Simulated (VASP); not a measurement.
# MoS2 in VASP: a series of runs

One slab, MoS2, is run at these levels: PBEsol; tasks: single point.

All numbers are computed with VASP 6.6.1; they aren't measurements. Logs are shortened: lines on timing, memory, paths and dates and some standing lists are left out, and cuts for length are marked.

## 1. The structure

The cell holds a slab with vacuum, 3 atoms: a = 3.169 Å, b = 3.169 Å, c = 15.130 Å, α = 90.00°, β = 90.00°, γ = 120.00°.

## 2. Single point, PBEsol

INCAR reads:

```
SYSTEM = MoS2
PREC = Accurate
ENCUT = 460
EDIFF = 1E-7
ISMEAR = 0
SIGMA = 0.2
LREAL = .FALSE.
LASPH = .TRUE.
NELM = 120
ALGO = Normal
ISIF = 2
LWAVE = .FALSE.
LCHARG = .FALSE.
LDIPOL = .TRUE.
IDIPOL = 3
DIPOL = 0.5 0.5 0.500
GGA = PS
NBANDS = 24
LVHAR = .TRUE.
LVACPOTAV = .TRUE.
```

KPOINTS reads:

```
Automatic mesh
0
G
  8 8 1
  0 0 0
```

POSCAR reads:

```
MoS2
1.0
    3.1690000000      0.0000000000      0.0000000000
   -1.5845000000      2.7444345000      0.0000000000
    0.0000000000      0.0000000000     15.1302960000
S Mo
2 1
Direct
    0.3333333333      0.6666666667      0.3965553615
    0.3333333333      0.6666666667      0.6034446385
    0.6666666667      0.3333333333      0.5000000000
```

Potentials or basis: VASP PAW PBE potentials, release 64 (S, Mo_sv).

On the command line:

```
cat potpaw_PBE.64/S/POTCAR potpaw_PBE.64/Mo_sv/POTCAR > POTCAR
mpirun -np 1 vasp_std > vasp.out
```

OUTCAR:

```text
SYSTEM = MoS2
   PREC = Accurate
   ENCUT = 460
   EDIFF = 1E-7
   ISMEAR = 0
   LREAL = .FALSE.
   LASPH = .TRUE.
   NELM = 120
   ISIF = 2
   GGA = PS

 Found     10 irreducible k-points:

 Following reciprocal coordinates:
            Coordinates               Weight
  0.000000  0.000000  0.000000      1.000000
  0.125000  0.000000  0.000000      6.000000
  0.250000  0.000000  0.000000      6.000000
  0.375000 -0.000000  0.000000      6.000000
  0.500000  0.000000  0.000000      3.000000
  0.125000  0.125000  0.000000      6.000000
   k-points           NKPTS =     10   k-points in BZ     NKDIM =     10   number of bands    NBANDS=     24
   number of dos      NEDOS =    301   number of ions     NIONS =      3
   total plane-waves  NPLWV =  62208
   dimension x,y,z NGX =    24 NGY =   24 NGZ =  108
   dimension x,y,z NGXF=    48 NGYF=   48 NGZF=  216
   ions per type =               2   1
   NGX,Y,Z   is equivalent  to a cutoff of  12.59, 12.59, 11.87 a.u.
   NGXF,Y,Z  is equivalent  to a cutoff of  25.18, 25.18, 23.73 a.u.
 SYSTEM =  MoS2
   PREC   = accura    normal or accurate (medium, high low for compatibility)
   ISTART =      0    job   : 0-new  1-cont  2-samecut
   ICHARG =      2    charge: 1-file 2-atom 10-const
   ISPIN  =      1    spin polarized calculation?
   LNONCOLLINEAR =      F non collinear calculations
   LSORBIT =      F    spin-orbit coupling
   LASPH  =      T    aspherical Exc in radial PAW
   ENCUT  =  460.0 eV  33.81 Ry    5.81 a.u.   5.54  5.54 26.46*2*pi/ulx,y,z
   NELM   =    120;   NELMIN=  2; NELMDL= -5     # of ELM steps
   EDIFF  = 0.1E-06   stopping-criterion for ELM
   LREAL  =      F    real-space projection
   EDIFFG = 0.1E-05   stopping-criterion for IOM
   NSW    =      0    number of steps for IOM
   IBRION =     -1    ionic relax: 0-MD 1-quasi-New 2-CG
   NFREE  =      0    steps in history (QN), initial steepest desc. (CG)
   ISIF   =      2    stress and relaxation
   ISYM   =      2    0-nonsym 1-usesym 2-fastsym
   POTIM  = 0.5000    time-step for ionic-motion
   TEBEG  =    0.0;   TEEND  =   0.0 temperature during run
   PSTRESS=    0.0 pullay stress
   NELECT =      26.0000    total number of electrons
   NUPDOWN=      -1.0000    fix difference up-down
   EMIN   =  10.00;   EMAX   =-10.00  energy-range for DOS
   EFERMI =   0.00;   METHOD = LEGACY
   ISMEAR =     0;   SIGMA  =   0.20  broadening in eV -4-tet -1-fermi 0-gaus
   EFERMI_NEDOS =   21; number of points for ismear=-14 and -15
   IALGO  =     38    algorithm
   IMIX   =      4    mixing-type and parameters
     AMIX     =   0.40;   BMIX     =  1.00
     AMIX_MAG =   1.60;   BMIX_MAG =  1.00
  volume/ion in A,a.u.               =      43.86       296.00
  Fermi-wavevector in a.u.,A,eV,Ry     =   0.953510  1.801872 12.370154  0.909181
  Thomas-Fermi vector in A             =   2.082171
   LORBIT       =      0    0 simple, 1 ext, 2 COOP (PROOUT), +10 PAW based schemes
   GGA     = PS    functional components
   LHFCALC =     F    Hartree Fock is set to
   AEXX    =    0.0000 exact exchange contribution
   IVDW    =     0    specifies the selected vdW correction
   LEPSILON=     F    determine dielectric tensor
   LRPA    =     F    only Hartree local field effects (RPA)
 non-spin polarized calculation
 Gauss-broadening in eV      SIGMA  =   0.20
  energy-cutoff  :      460.00
  volume of cell :      131.59
 maximum number of plane-waves:      3005
 NGX is ok and might be reduce to    24
   NGX = 11   NGY = 11   NGZ = 53

 dipolmoment           0.000000      0.000000     -0.000000 electrons x Angstroem

 number of electron      25.9999999 magnetization

 dipolmoment           0.000000      0.000000      0.000000 electrons x Angstroem

 Free energy of the ion-electron system (eV)
  ---------------------------------------------------
  ext. energy  EPLUGINS =         0.00000000
  ---------------------------------------------------
  free energy    TOTEN  =       -23.41211151 eV

  energy without entropy =      -23.41211151  energy(sigma->0) =      -23.41211151

 E-fermi :   0.2405     XC(G=0):  -5.0768

 val. band max:       -0.8184382628   @ k =   0.0000   0.0000   0.0000
 cond. band min:       1.1307157247   @ k =   0.3750   0.2500   0.0000
 fundamental gap:      1.9491539875
 Fermi energy:         0.2405128628

 k-point     1 :       0.0000    0.0000    0.0000
  band No.  band energies     occupation
      1     -61.5181      2.00000
      2     -35.7054      2.00000
      3     -35.4744      2.00000
      4     -35.4744      2.00000
      5     -14.8767      2.00000
      6     -13.5596      2.00000
[... 16 lines left out ...]
     23       8.7409      0.00000
     24      10.1382      0.00000

 k-point     2 :       0.1250    0.0000    0.0000
  band No.  band energies     occupation
      1     -61.5122      2.00000
      2     -35.6939      2.00000
      3     -35.5333      2.00000
      4     -35.4878      2.00000
      5     -14.6434      2.00000
      6     -13.4626      2.00000
[... 16 lines left out ...]
     23       9.2148      0.00000
     24       9.3756      0.00000

 k-point     3 :       0.2500    0.0000    0.0000
  band No.  band energies     occupation
      1     -61.4981      2.00000
      2     -35.6732      2.00000
      3     -35.6660      2.00000
      4     -35.5200      2.00000
      5     -14.0267      2.00000
      6     -13.2080      2.00000
[... 16 lines left out ...]
     23       8.8499      0.00000
     24       9.7893      0.00000

 k-point     4 :       0.3750   -0.0000    0.0000
  band No.  band energies     occupation
      1     -61.4838      2.00000
      2     -35.8101      2.00000
      3     -35.6379      2.00000
      4     -35.5519      2.00000
      5     -13.2957      2.00000
      6     -12.9157      2.00000
[... 16 lines left out ...]
     23       9.5075      0.00000
     24       9.8374      0.00000

 k-point     5 :       0.5000    0.0000    0.0000
  band No.  band energies     occupation
      1     -61.4779      2.00000
      2     -35.8660      2.00000
      3     -35.6262      2.00000
      4     -35.5651      2.00000
      5     -12.9385      2.00000
      6     -12.7798      2.00000
[... 16 lines left out ...]
     23       9.7728      0.00000
     24       9.9305      0.00000

 k-point     6 :       0.1250    0.1250    0.0000
  band No.  band energies     occupation
      1     -61.5022      2.00000
      2     -35.6742      2.00000
      3     -35.6261      2.00000
      4     -35.5171      2.00000
      5     -14.2170      2.00000
      6     -13.2853      2.00000
[... 16 lines left out ...]
     23       9.1191      0.00000
     24       9.5765      0.00000

 [... further k-points ...]

------------------------ aborting loop because EDIFF is reached ----------------------------------------

  FORCE on cell =-STRESS in cart. coord.  units (eV):
  Direction    XX          YY          ZZ          XY          YZ          ZX
  --------------------------------------------------------------------------------------
  -------------------------------------------------------------------------------------
  Total       -1.1710090     -1.1710090     -1.0042602      0.0000000     -0.0000000      0.0000000
  in kB      -14.2576611    -14.2576610    -12.2274048      0.0000000     -0.0000000      0.0000000
  external PRESSURE =     -13.5809090 kB  Pullay stress =       0.0000000 kB

 VOLUME and BASIS-vectors are now :
 -----------------------------------------------------------------------------
  energy-cutoff  :      460.00
  volume of cell :      131.59
      direct lattice vectors                 reciprocal lattice vectors
     3.169000000  0.000000000  0.000000000     0.315556958  0.182186895  0.000000000
    -1.584500000  2.744434500  0.000000000     0.000000000  0.364373790  0.000000000
     0.000000000  0.000000000 15.130296000     0.000000000  0.000000000  0.066092560

 POSITION                                       TOTAL-FORCE (eV/Angst)
 -----------------------------------------------------------------------------------
     -0.00000      1.82962      6.00000        -0.000000     -0.000000      0.309943
     -0.00000      1.82962      9.13030        -0.000000     -0.000000     -0.309943
      1.58450      0.91481      7.56515         0.000000      0.000000     -0.000000
 -----------------------------------------------------------------------------------
    total drift:                               -0.000000      0.000000      0.000000

  FREE ENERGIE OF THE ION-ELECTRON SYSTEM (eV)
  ---------------------------------------------------
  free  energy   TOTEN  =       -23.4121115093 eV

  energy  without entropy=      -23.4121115093  energy(sigma->0) =      -23.41211151

 vacuum level on the upper side and lower side of the slab         5.171         5.171
```

OSZICAR:

```text
N       E                     dE             d eps       ncg     rms          rms(c)
DAV:   1     0.146358204711E+03    0.14636E+03   -0.13261E+04   584   0.820E+02
DAV:   2    -0.164642114317E+02   -0.16282E+03   -0.15765E+03   640   0.218E+02
DAV:   3    -0.247716231822E+02   -0.83074E+01   -0.82137E+01   608   0.437E+01
[... 14 lines left out ...]
DAV:  18    -0.234121052616E+02   -0.21915E-04   -0.46488E-07   496   0.199E-03    0.118E-03
DAV:  19    -0.234121099339E+02   -0.46723E-05   -0.99323E-08   456   0.979E-04    0.595E-04
DAV:  20    -0.234121113339E+02   -0.14000E-05   -0.42625E-08   432   0.656E-04    0.220E-04
DAV:  21    -0.234121114821E+02   -0.14819E-06   -0.34694E-09   408   0.199E-04    0.148E-04
DAV:  22    -0.234121115093E+02   -0.27236E-07   -0.46790E-10   416   0.832E-05
   1 F= -.23412112E+02 E0= -.23412112E+02  d E =-.265831E-10
```

Run time: 39 s. Hardware: 1 thread of Intel Xeon Platinum 8488C (Sapphire Rapids), shared host; peak memory 0.24 GiB.

These settings aren't checked as converged: the numbers below hold their error.

Results:

| Item | Value |
| --- | --- |
| Free energy | -23.4121 eV |
| Largest force | 0.310 eV/Å |
| Band gap on the k mesh | 1.95 eV, indirect (least direct gap 2.04 eV) |
| Ionisation potential of the upper face | 5.99 eV |

Caveat: the PAW data sets were made with another functional, which shifts forces and pressure a little.

## 3. Single point, PBEsol

Changes to INCAR since step 2:

```diff
@@ -3,5 +3,5 @@
 ENCUT = 460
-EDIFF = 1E-7
+EDIFF = 1E-5
 ISMEAR = 0
-SIGMA = 0.2
+SIGMA = 0.05
 LREAL = .FALSE.
```

KPOINTS is that of step 2.

POSCAR is that of step 2.

Potentials or basis: VASP PAW PBE potentials, release 64 (S, Mo_sv).

On the command line:

```
cat potpaw_PBE.64/S/POTCAR potpaw_PBE.64/Mo_sv/POTCAR > POTCAR
mpirun -np 1 vasp_std > vasp.out
```

OUTCAR:

```text
SYSTEM = MoS2
   PREC = Accurate
   ENCUT = 460
   EDIFF = 1E-5
   ISMEAR = 0
   LREAL = .FALSE.
   LASPH = .TRUE.
   NELM = 120
   ISIF = 2
   GGA = PS

 Found     10 irreducible k-points:

 Following reciprocal coordinates:
            Coordinates               Weight
  0.000000  0.000000  0.000000      1.000000
  0.125000  0.000000  0.000000      6.000000
  0.250000  0.000000  0.000000      6.000000
  0.375000 -0.000000  0.000000      6.000000
  0.500000  0.000000  0.000000      3.000000
  0.125000  0.125000  0.000000      6.000000
[... 248 lines left out ...]
  -------------------------------------------------------------------------------------
  Total       -1.1706001     -1.1706001     -1.0036681      0.0000000      0.0000000      0.0000000
  in kB      -14.2526818    -14.2526818    -12.2201963      0.0000000      0.0000000      0.0000000
  external PRESSURE =     -13.5751866 kB  Pullay stress =       0.0000000 kB

 VOLUME and BASIS-vectors are now :
 -----------------------------------------------------------------------------
  energy-cutoff  :      460.00
  volume of cell :      131.59
      direct lattice vectors                 reciprocal lattice vectors
     3.169000000  0.000000000  0.000000000     0.315556958  0.182186895  0.000000000
    -1.584500000  2.744434500  0.000000000     0.000000000  0.364373790  0.000000000
     0.000000000  0.000000000 15.130296000     0.000000000  0.000000000  0.066092560

 POSITION                                       TOTAL-FORCE (eV/Angst)
 -----------------------------------------------------------------------------------
     -0.00000      1.82962      6.00000        -0.000000      0.000000      0.309875
     -0.00000      1.82962      9.13030        -0.000000     -0.000000     -0.309875
      1.58450      0.91481      7.56515         0.000000      0.000000      0.000000
 -----------------------------------------------------------------------------------
    total drift:                               -0.000000      0.000000      0.000000

  FREE ENERGIE OF THE ION-ELECTRON SYSTEM (eV)
  ---------------------------------------------------
  free  energy   TOTEN  =       -23.4121103050 eV

  energy  without entropy=      -23.4121103050  energy(sigma->0) =      -23.41211031

 vacuum level on the upper side and lower side of the slab         5.171         5.171
```

stdout:

```text
POSCAR found type information on POSCAR S Mo
 POSCAR found :  2 types and       3 ions
 scaLAPACK will be used
 -----------------------------------------------------------------------------
[... 23 lines left out ...]
|     Did not find any points to average over, which means that no vacuum     |
|     field-free region was found. Please increase the size of  your cell     |
|     in the dimension of the dipole correction to obtain accurate            |
|     workfunction values.                                                    |
|                                                                             |
 -----------------------------------------------------------------------------
```

Wall time 38 s (1 thread of Intel Xeon Platinum 8488C (Sapphire Rapids), shared host); peak memory 0.24 GiB.

These settings aren't checked as converged: the numbers below hold their error.

Results:

| Item | Value |
| --- | --- |
| Free energy | -23.4121 eV |
| Largest force | 0.310 eV/Å |
| Band gap on the k mesh | 1.95 eV, indirect (least direct gap 2.04 eV) |
| Ionisation potential of the upper face | 5.99 eV |

Caveat: the PAW data sets were made with another functional, which shifts forces and pressure a little.

## 4. Single point, PBEsol

This run uses another cell than the first one, of 52.56 Å³/atom, 1.198 times its volume.

Changes to INCAR since step 3:

```diff
@@ -3,3 +3,3 @@
 ENCUT = 460
-EDIFF = 1E-5
+EDIFF = 1E-7
 ISMEAR = 0
```

KPOINTS is that of step 3.

POSCAR reads:

```
MoS2
1.0
    3.1690000000      0.0000000000      0.0000000000
   -1.5845000000      2.7444345000      0.0000000000
    0.0000000000      0.0000000000     18.1302960000
S Mo
2 1
Direct
    0.3333333333      0.6666666667      0.4136722313
    0.3333333333      0.6666666667      0.5863277687
    0.6666666667      0.3333333333      0.5000000000
```

Potentials or basis: VASP PAW PBE potentials, release 64 (S, Mo_sv).

On the command line:

```
cat potpaw_PBE.64/S/POTCAR potpaw_PBE.64/Mo_sv/POTCAR > POTCAR
mpirun -np 1 vasp_std > vasp.out
```

OUTCAR:

```text
SYSTEM = MoS2
   PREC = Accurate
   ENCUT = 460
   EDIFF = 1E-7
   ISMEAR = 0
   LREAL = .FALSE.
   LASPH = .TRUE.
   NELM = 120
   ISIF = 2
   GGA = PS

 Found     10 irreducible k-points:

 Following reciprocal coordinates:
            Coordinates               Weight
  0.000000  0.000000  0.000000      1.000000
  0.125000  0.000000  0.000000      6.000000
  0.250000  0.000000  0.000000      6.000000
  0.375000  0.000000  0.000000      6.000000
  0.500000  0.000000  0.000000      3.000000
  0.125000  0.125000  0.000000      6.000000
[... 248 lines left out ...]
  -------------------------------------------------------------------------------------
  Total       -1.1713072     -1.1713072     -1.0047991      0.0000000      0.0000000     -0.0000000
  in kB      -11.9014918    -11.9014918    -10.2096252      0.0000000      0.0000000     -0.0000000
  external PRESSURE =     -11.3375363 kB  Pullay stress =       0.0000000 kB

 VOLUME and BASIS-vectors are now :
 -----------------------------------------------------------------------------
  energy-cutoff  :      460.00
  volume of cell :      157.68
      direct lattice vectors                 reciprocal lattice vectors
     3.169000000  0.000000000  0.000000000     0.315556958  0.182186895  0.000000000
    -1.584500000  2.744434500  0.000000000     0.000000000  0.364373790  0.000000000
     0.000000000  0.000000000 18.130296000     0.000000000  0.000000000  0.055156298

 POSITION                                       TOTAL-FORCE (eV/Angst)
 -----------------------------------------------------------------------------------
     -0.00000      1.82962      7.50000         0.000000     -0.000000      0.309915
     -0.00000      1.82962     10.63030        -0.000000     -0.000000     -0.309915
      1.58450      0.91481      9.06515         0.000000      0.000000      0.000000
 -----------------------------------------------------------------------------------
    total drift:                               -0.000000      0.000000      0.000000

  FREE ENERGIE OF THE ION-ELECTRON SYSTEM (eV)
  ---------------------------------------------------
  free  energy   TOTEN  =       -23.4120349916 eV

  energy  without entropy=      -23.4120349916  energy(sigma->0) =      -23.41203499

 vacuum level on the upper side and lower side of the slab         4.316         4.316
```

OSZICAR:

```text
N       E                     dE             d eps       ncg     rms          rms(c)
DAV:   1     0.133002868690E+03    0.13300E+03   -0.12985E+04   616   0.794E+02
DAV:   2    -0.161784496770E+02   -0.14918E+03   -0.14426E+03   624   0.206E+02
DAV:   3    -0.247614270011E+02   -0.85830E+01   -0.84711E+01   624   0.423E+01
[... 16 lines left out ...]
DAV:  20    -0.234120296604E+02   -0.55387E-05   -0.13164E-07   496   0.134E-03    0.109E-03
DAV:  21    -0.234120341825E+02   -0.45221E-05   -0.14067E-07   448   0.943E-04    0.378E-04
DAV:  22    -0.234120347498E+02   -0.56733E-06   -0.10803E-08   440   0.313E-04    0.204E-04
DAV:  23    -0.234120349716E+02   -0.22175E-06   -0.49944E-09   384   0.228E-04    0.656E-05
DAV:  24    -0.234120349916E+02   -0.20003E-07   -0.28974E-10   376   0.726E-05
   1 F= -.23412035E+02 E0= -.23412035E+02  d E =-.336567E-23
```

stdout:

```text
POSCAR found type information on POSCAR S Mo
 POSCAR found :  2 types and       3 ions
 scaLAPACK will be used
 -----------------------------------------------------------------------------
[... 23 lines left out ...]
|     Did not find any points to average over, which means that no vacuum     |
|     field-free region was found. Please increase the size of  your cell     |
|     in the dimension of the dipole correction to obtain accurate            |
|     workfunction values.                                                    |
|                                                                             |
 -----------------------------------------------------------------------------
```

Run time: 53 s. Hardware: 1 thread of Intel Xeon Platinum 8488C (Sapphire Rapids), shared host; peak memory 0.24 GiB.

These settings aren't checked as converged: the numbers below hold their error.

Results:

```yaml
Free_energy: -23.4120 eV
Largest_force: 0.310 eV/Å
Band_gap_on_the_k_mesh: 1.95 eV, indirect (least direct gap 2.04 eV)
Ionisation_potential_of_the_upper_face: 5.99 eV
```

Caveat: the PAW data sets were made with another functional, which shifts forces and pressure a little.

[end of part 1 of 2]
